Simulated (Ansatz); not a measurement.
# MnO (Fm-3m) in Ansatz: relaxation of cell and atoms with PBE+D4

Aim: the relaxation of cell and atoms of MnO with PBE+D4.

Everything below comes from runs of Ansatz 0.2.0. Logs are shortened: lines on timing, memory, paths and dates and some standing lists are left out, and cuts for length are marked.

### 1 The crystal as given

Symmetry: Fm-3m, No. 225, cubic system. The conventional cell has a = 4.448 Å, b = 4.448 Å, c = 4.448 Å, α = 90.00°, β = 90.00°, γ = 90.00°. Around Mn (site symmetry m-3m) lie 6 O at 2.22 Å. O (site symmetry m-3m) has 6 Mn at 2.22 Å as nearest neighbours.

The cell is a database's computed one.

### 2 Relaxation of cell and atoms, PBE+D4, collinear spin, ferromagnetic start

The input, input.yaml:

```yaml
crystal:
  lattice:
    - [0.0, 2.2239077028, 2.2239077028]
    - [2.2239077028, 0.0, 2.2239077028]
    - [2.2239077028, 2.2239077028, 0.0]
  atoms:
    - { symbol: Mn, position: [0.0, 0.0, 0.0], spin: 4.0 }
    - { symbol: O, position: [0.5, 0.5, 0.5] }
kpoints:
  mp_grid: { grid: [10, 10, 10] }
scf:
  occupations: { method: fermi_dirac, width: 0.05 }
hamiltonian:
  xc: pbe
  dispersion: d4
  pseudopotentials: { kind: all_electron, lapw: { basis_error: 0.001 } }
magnetization:
  spin_polarized: true
output:
  forces: true
  stress: true
relax:
  f_tol: 0.005
  max_steps: 60
  cell: {}
```

Potentials or basis: all-electron LAPW, scalar-relativistic.

On the command line:

```bash
$ ansatz run input.yaml --threads 2 --pin off --max-ram 6144MiB --backend cpu --events-out ev --progress --plain --runs-dir out
```

Standard output:

```text
Warning: RAYON_NUM_THREADS=2 ignored (pool sized by the plan → 2); use --threads N
The last accepted step is kept in <dir> (removed where the run ends without a failure and the disk answers)
LAPW: plane waves up to 9.534 Å⁻¹, error target 1.0e-3 eV per atom; small_component_spin mean_spin; O in spheres of 0.985 Å, 8 of its electrons in bands, Dirac shells []; Mn in spheres of 1.172 Å, 15 of its electrons in bands, Dirac shells [] (how accurate: hamiltonian.pseudopotentials.lapw.basis_error, Limitations)
Engine: ansatz 0.2.0, aarch64-unknown-linux-gnu
Pseudopotentials: kind: all_electron
Pseudopotential: Mn, LAPW, valence charge 15, lapw/all_electron/scalar/gaussian/Mn, Koelling and Harmon's equation, gaussian nucleus
Pseudopotential: O, LAPW, valence charge 8, lapw/all_electron/scalar/gaussian/O, Koelling and Harmon's equation, gaussian nucleus
Functional definition: PBE
  parameter kappa = 0.804
  parameter beta = 0.06672455060314922
  exchange = pbe_x(kappa = kappa, mu = beta*pi^2/3)
  correlation = pbe_c(beta = beta)
Crystal: 2 atoms, lattice volume = 21.998 Å³
Basis set: ecut = 346.3287843617277 eV, 331 PW (Γ), exchange–correlation at level 2
Bands: 18, of which v1, the nominal top of the filled ones, is band 12 counted from 1 (11 counted from 0)
Symmetry: 48 space group operations
Space group: Fm-3m (ITA 225), of the structure as read, at distance tolerance 2.8e-5 Å
Magnetic group: BNS 225.116 (UNI 1618), of the structure as read, at distance tolerance 2.8e-5 Å
k-points: 47 of 1000
Non-local potential: Mn, projectors of the file, none
Non-local potential: O, projectors of the file, none
Initial density: superposition of atomic densities (chi_scale 0.1, normalization cell, long waves kept (reshape's long-wave potential 0.00 eV rms))
Starting moments: Σ|m| = 4 μB on 1 of 2 sites
Initial wavefunctions: plane waves of lowest kinetic energy (no species holds an atomic orbital)
Functional: x = pbe(κ = 0.804, μ = 0.2195149727645171), c = pbe(β = 0.06672455060314922)
iter 1 solved again at ethr=7.95e-3 eV; its pass at ethr=1.00e-1 eV (dr2=1.83e0 eV) is discarded
SCF iter   1: F=—  HF=-33577.566520 eV  |F-HF|=—  |Δ(HF+E_count)|=         —  Δρ=4.75e-2 (↑4.52e-2 ↓4.75e-2)  dr2=1.83e0  dr2_m=8.10e-2  M=4.534 μB ∫|m|=4.534 μB  β_m=0.30  ethr=7.95e-3  ⟨swp⟩=2.0  Hψ=10561  notcnv=0
Mixer restart at iter 1: flushing history
preconditioner: auto → none  [metal: Δε(μ)=0.060 eV  Ē_g=13.391 eV  σ=0.050 eV  W_gap=0.29  n_scr=8 (ndim 8)  ℏωp=28.5 eV  f_vac=0.000  D(μ)=1.67/eV (n_scr^D=14)  sad-step TF]
SCF iter   2: F=—  HF=-33576.939634 eV  |F-HF|=—  |Δ(HF+E_count)|=   6.27e-1  Δρ=2.42e-2 (↑2.42e-2 ↓2.30e-2)  dr2=4.20e-1  dr2_m=3.61e-2  M=4.507 μB ∫|m|=4.507 μB  β_m=0.40  ethr=7.95e-3  ⟨swp⟩=2.0  Hψ=4981  notcnv=0
SCF iter   3: F=—  HF=-33576.994285 eV  |F-HF|=—  |Δ(HF+E_count)|=   5.47e-2  Δρ=1.29e-2 (↑1.29e-2 ↓1.28e-2)  dr2=1.12e-1  dr2_m=1.39e-2  M=4.576 μB ∫|m|=4.577 μB  β_m=0.59  ethr=1.83e-3  ⟨swp⟩=2.0  Hψ=5076  notcnv=0
iter 4 solved again at ethr=1.48e-5 eV; its pass at ethr=4.85e-4 eV (dr2=3.41e-3 eV) is discarded
SCF iter   4: F=—  HF=-33577.078947 eV  |F-HF|=—  |Δ(HF+E_count)|=         —  Δρ=7.58e-3 (↑7.58e-3 ↓5.09e-3)  dr2=3.41e-3  dr2_m=7.44e-3  M=4.790 μB ∫|m|=4.790 μB  β_m=0.59  ethr=1.48e-5  ⟨swp⟩=2.0  Hψ=8240  notcnv=0
Mixer restart at iter 4: flushing history
the basis was enlarged: its passes take 431.3 KiB over the memory plan, 2 of 2 planned eigensolver slots
SCF iter   5: F=—  HF=-33577.070544 eV  |F-HF|=—  |Δ(HF+E_count)|=   8.40e-3  Δρ=2.76e-3 (↑1.99e-3 ↓2.76e-3)  dr2=2.99e-3  dr2_m=6.65e-4  M=4.782 μB ∫|m|=4.782 μB  β_m=0.59  ethr=1.48e-5  ⟨swp⟩=2.7  Hψ=5345  notcnv=0
SCF iter   6: F=—  HF=-33577.067659 eV  |F-HF|=—  |Δ(HF+E_count)|=   2.88e-3  Δρ=1.98e-3 (↑1.98e-3 ↓1.32e-3)  dr2=7.51e-4  dr2_m=3.97e-4  M=4.791 μB ∫|m|=4.791 μB  β_m=0.57  ethr=1.30e-5  ⟨swp⟩=2.7  Hψ=4979  notcnv=0
[... 60 lines left out ...]
SCF iter   3: F=—  HF=-33577.073193 eV  |F-HF|=—  |Δ(HF+E_count)|=   3.34e-8  Δρ=1.61e-5 (↑1.44e-5 ↓1.61e-5)  dr2=5.92e-8  dr2_m=3.20e-8  M=4.678 μB ∫|m|=4.678 μB  β_m=0.57  ethr=1.59e-10  ⟨swp⟩=3.0  Hψ=4912  notcnv=0
SCF iter   4: F=—  HF=-33577.073193 eV  |F-HF|=—  |Δ(HF+E_count)|=   3.63e-8  Δρ=1.84e-6 (↑1.84e-6 ↓1.33e-6)  dr2=3.65e-10  dr2_m=4.20e-10  M=4.678 μB ∫|m|=4.678 μB  β_m=0.75  ethr=1.59e-10  ⟨swp⟩=3.0  Hψ=4767  notcnv=0
SCF iter   5: F=-33577.073193 eV  HF=-33577.073193 eV  |F-HF|=4.28e-9  |Δ(HF+E_count)|=   2.91e-9  Δρ=1.81e-6 (↑7.31e-7 ↓1.81e-6)  dr2=1.42e-9  dr2_m=1.13e-10  M=4.678 μB ∫|m|=4.678 μB  ethr=6.02e-12 (applied; sched 1.59e-12)  ⟨swp⟩=3.0  Hψ=4770  notcnv=0
WARN: dispersion: an atom stands within reach of a switch of its C6 between two reference coordination numbers of its element: through that C6 alone, e_disp changes by 0.025 eV or more while the distances to its neighbours run over a stretch of 0.05 Å that contains this geometry (sites counted from 0 in the run's list of atoms or, in a supercell that it derives, in that cell's: here a list of 2) — site 0 (Mn): coordination number 4.755 (about 3.81 to 5.70 with every neighbour 0.05 Å farther or nearer), switch near 5.119 between the references 1.459 (weight 1.00) and 8.780 (weight 0.00), e_disp changing by some 0.20 eV. This is how the published method behaves, and the energy and the forces stay consistent. Where you compare this geometry's total energy with another's, compare their components.e_disp too, and, where the geometries are yours to choose, keep both on one side of the switch, which a site's coordination number tells: a relaxation that ends in reach of it can search the other side under relax.adjacent_minimum: search, except where no move that the cell, the constraints and the symmetry allow carries the atom there
SCF 5 converged in 5 iterations: F = -33577.073193 eV  dr2 = 1.42e-9
relax step   5: F+E_penalty+E_count = -33577.07319330 eV  Δ(F+E_penalty+E_count) = -3.458e-6 eV  max|allowed force component| = 7.494e-30 eV/Å  Δτ_max = 0.0000 Å  P = +0.009 GPa  Ω = 21.238 Å³  (5 SCF iters, accepted)
iter 1 solved again at ethr=1.00e-12 eV; its pass at ethr=1.00e-1 eV (dr2=2.22e-10 eV) is discarded
SCF iter   1: F=—  HF=-33577.073196 eV  |F-HF|=—  |Δ(HF+E_count)|=         —  Δρ=9.10e-7 (↑3.37e-7 ↓9.10e-7)  dr2=2.22e-10  dr2_m=5.10e-11  M=4.678 μB ∫|m|=4.678 μB  β_m=0.65  ethr=6.68e-12 (applied; sched 1.00e-12)  ⟨swp⟩=4.5  Hψ=8460  notcnv=0
preconditioner: auto → none  [metal: Δε(μ)=0.021 eV  Ē_g=13.452 eV  σ=0.050 eV  W_gap=0.11  n_scr=0 (ndim 8)  ℏωp=29.1 eV  f_vac=0.000  D(μ)=1.40/eV (n_scr^D=14)]
SCF iter   2: F=—  HF=-33577.073196 eV  |F-HF|=—  |Δ(HF+E_count)|=   8.01e-9  Δρ=5.90e-7 (↑5.90e-7 ↓4.22e-7)  dr2=2.09e-11  dr2_m=4.53e-11  M=4.678 μB ∫|m|=4.678 μB  β_m=0.40  ethr=5.80e-12 (applied; sched 1.00e-12)  ⟨swp⟩=2.4  Hψ=4522  notcnv=0
SCF iter   3: F=-33577.073196 eV  HF=-33577.073196 eV  |F-HF|=8.73e-10  |Δ(HF+E_count)|=  2.76e-10  Δρ=5.79e-7 (↑2.32e-7 ↓5.79e-7)  dr2=6.01e-11  dr2_m=2.73e-11  M=4.678 μB ∫|m|=4.678 μB  ethr=5.58e-12 (applied; sched 1.00e-12)  ⟨swp⟩=2.0  Hψ=4485  notcnv=0
WARN: dispersion: an atom stands within reach of a switch of its C6 between two reference coordination numbers of its element: through that C6 alone, e_disp changes by 0.025 eV or more while the distances to its neighbours run over a stretch of 0.05 Å that contains this geometry (sites counted from 0 in the run's list of atoms or, in a supercell that it derives, in that cell's: here a list of 2) — site 0 (Mn): coordination number 4.755 (about 3.81 to 5.70 with every neighbour 0.05 Å farther or nearer), switch near 5.119 between the references 1.459 (weight 1.00) and 8.780 (weight 0.00), e_disp changing by some 0.20 eV. This is how the published method behaves, and the energy and the forces stay consistent. Where you compare this geometry's total energy with another's, compare their components.e_disp too, and, where the geometries are yours to choose, keep both on one side of the switch, which a site's coordination number tells: a relaxation that ends in reach of it can search the other side under relax.adjacent_minimum: search, except where no move that the cell, the constraints and the symmetry allow carries the atom there
SCF 6 converged in 3 iterations: F = -33577.073196 eV  dr2 = 6.01e-11
relax step   6: F+E_penalty+E_count = -33577.07319564 eV  Δ(F+E_penalty+E_count) = -2.344e-6 eV  max|allowed force component| = 4.470e-30 eV/Å  Δτ_max = 0.0000 Å  P = +0.009 GPa  Ω = 21.238 Å³  stress off target by 8.86e-3 GPa  SCF on the basis re-selected at this cell (its energy is not comparable with the rows above)  (3 SCF iters)
basis re-selected at this cell: Δ(F+E_penalty+E_count) = -2.344e-6 eV, ΔP = -0.000 GPa vs the last step (what re-selecting the basis moved, after the strain that the cell walked since its last selection, with what the two solves' SCF thresholds leave and, on support functions, any second-order correction that the steps lacked; it is no measure of the basis error at this ecutwfc). This SCF's stress stands 8.86e-3 GPa from its target on what of the cell is left free (relax.cell.stress_tol is 5.00e-2 GPa) and its largest allowed force component is 4.47e-30 eV/Å (relax.f_tol is 5.00e-3 eV/Å): within both
SCF converged after 3 iterations
Magnetization: 4.6777 μB (13.8389 up, 9.1611 down)
Absolute magnetization: 4.6779 μB (∫|ρ↑−ρ↓|)
Spin contamination: 0.0127 ħ² per cell (⟨S²⟩ above its minimum at these occupations)
Per-site moments (μB) at R_I (Å): [(4.202925848930514, 1.1583914355761162), (0.22145253814259824, 0.9736598832138896)]
Free energy (F): -33577.073196 eV
Harris-Foulkes:  -33577.073196 eV  (|F-HF|=8.73e-10)
Internal energy: -33577.062504 eV  (E = F + TS)
E sigma→0 (E₀):  -33577.067850 eV
Entropy (-TS):   -0.010692 eV (-5.346 meV/atom)
Fermi energy:    14.267931 eV
--- Per-component energies (eV) ---
  E_band       = -1217.870385
  E_kinetic    = 33974.929048
  E_xc         = -1659.415157
  E_electrostatic = -65891.918697  (all electrons and nuclei)
  E_disp       = -0.657697  (pairwise vdW)
  E_smearing   = -0.010692  (= −TS)
  E_closure    = 0.000000  (closes the sum)
  E_atoms      = -33559.639824  (free atoms, spherical and without spin; not in F)
  Σ components = -33577.073196   (vs F -33577.073196, Δ=0.00e0)
  Basis errors (estimates in eV, not in F): energy 4.3e-4 per atom: plane waves 3.9e-4 (2.1e-4 summed), levels above the bands 1.7e-102, relativity 5.0e-8, radial functions 3.9e-5, core shells 1.5e-7; eigenvalues (radial functions only) 1.2e-5; not estimated: angular momenta, meshes, grids; target (lapw.basis_error) 1.0e-3; muffin-tin radii O 0.974 Å, Mn 1.158 Å
--- Forces (eV/Å), atoms counted from 1 ---
  atom   1  Mn     0.00000000    -0.00000000    -0.00000000
  atom   2  O     -0.00000000     0.00000000     0.00000000
  max |Σ_I F_I| component: 6.38e-30 eV/Å
--- Stress (GPa, compression-positive) ---
        0.008858      -0.000000      -0.000000
       -0.000000       0.008858      -0.000000
       -0.000000      -0.000000       0.008858
  P = ⅓ Tr σ = 0.0089 GPa (0.089 kbar)
--- Relaxed structure (5 steps of the walk, 5 accepted, 1 SCFs on fresh bases) ---
  F+E_penalty+E_count = -33577.07319564 eV   max|allowed force component| = 4.470e-30 eV/Å   (the final SCF, on the basis selected at the relaxed cell)
  cell:  # Å, volume = 21.2377 Å³
    - [4.450489022430522e-34, 2.1979910830515945, 2.1979910830515945]
    - [2.1979910830515945, -1.2818045394735773e-34, 2.1979910830515945]
    - [2.1979910830515945, 2.1979910830515945, -1.655995910691067e-34]
  atoms:
    - { symbol: Mn, position: [-2.2552386311390845e-36, 2.9318102204959846e-36, 3.608381809842469e-36] }
    - { symbol: O, position: [0.5000000000000001, 0.5000000000000001, 0.5000000000000001] }
```

Wall time 31 s (2 threads of Arm Neoverse V2, shared host); peak memory 0.42 GiB.

Results:

```
Free energy                            : -33577.0732 eV
Relaxed volume                         : 10.62 Å³/atom
Relaxed cell                           : a = 3.108 Å, b = 3.108 Å, c = 3.108 Å, α = 60.00°, β = 60.00°, γ = 60.00°
Space group after relaxing (to 0.05 Å) : Fm-3m (No. 225)
Energy gained by relaxing              : 3.5 meV/atom
Ionic steps                            : 6
Pressure after relaxing                : 0.0 GPa
Net moment                             : 4.68 μB per cell
Absolute moment                        : 4.68 μB per cell
Site moments                           : Mn +4.20; O +0.22 μB
```

The path:
```
step  energy change (eV)  largest force (eV/Å)  volume (Å³)
   1              0.0000                0.0000        22.00
   2             -0.0050                0.0000        21.66
   3             -0.0068                0.0000        21.38
   4             -0.0070                0.0000        21.26
   5             -0.0070                0.0000        21.24
   6             -0.0070                0.0000        21.24
```

Final structure:
```
CELL_PARAMETERS angstrom
0.00000 2.19799 2.19799
2.19799 0.00000 2.19799
2.19799 2.19799 0.00000
ATOMIC_POSITIONS crystal
Mn 0.00000 0.00000 0.00000
O 0.50000 0.50000 0.50000
```

Caveat: a cell with one magnetic atom can't hold antiferromagnetic order, which such compounds often take.
